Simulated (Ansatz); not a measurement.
Runs of Ansatz 0.2.0 on Bi. Symmetry: C2/m, No. 12, monoclinic system. The conventional cell has a = 6.977 Å, b = 6.265 Å, c = 3.359 Å, α = 90.00°, β = 112.04°, γ = 90.00°. Bi (site symmetry m) is surrounded by 6 Bi at 3.21 to 3.45 Å. This isn't the form of Bi at room conditions, which is rhombohedral.

```tsv
task	spin	cell	target pressure (GPa)	points for each segment of the path	gap on the mesh (eV)	pressure (GPa)	largest force (eV/Å)
relaxation of cell and atoms	off	relaxed to 20 GPa	20	-	none	20.0	-
relaxation of cell and atoms	off	relaxed to 2 GPa	2	-	none	2.0	-
relaxation of cell and atoms	off	relaxed	0	-	none	0.0	-
relaxation of cell and atoms	off	relaxed to 10 GPa	10	-	none	10.0	-
band structure	off	as given	-	14	none	-0.8	0.15
relaxation of cell and atoms	off	relaxed to 30 GPa	30	-	none	30.0	-
band structure	SOC, no magnetisation	as given	-	14	none	(a)	0.11
relaxation of cell and atoms	off	relaxed to 5 GPa	5	-	none	5.0	-
```

Alike in all rows: level r2SCAN; potentials or basis Ansatz PAW; k mesh 6 × 6 × 9; cutoff (eV) 500; smearing fermi-dirac 0.05 eV.

Problem. Fill in the values left out.

Solution. (a) 0.3.

Caveats: the PAW data sets come from PBE, with cores solved anew for the run's functional, which leaves a small shift of forces and pressure; spin-orbit coupling is left out, which moves the levels of the heavy elements (some runs); the plane-wave basis is chosen anew once the cell has moved, so the energies of steps on either side of that aren't comparable (some runs).

A k mesh can miss the band edges, and rows without SOC leave out spin-orbit coupling on Bi.

A gap of «none» marks a metal or a gap under the smearing width.
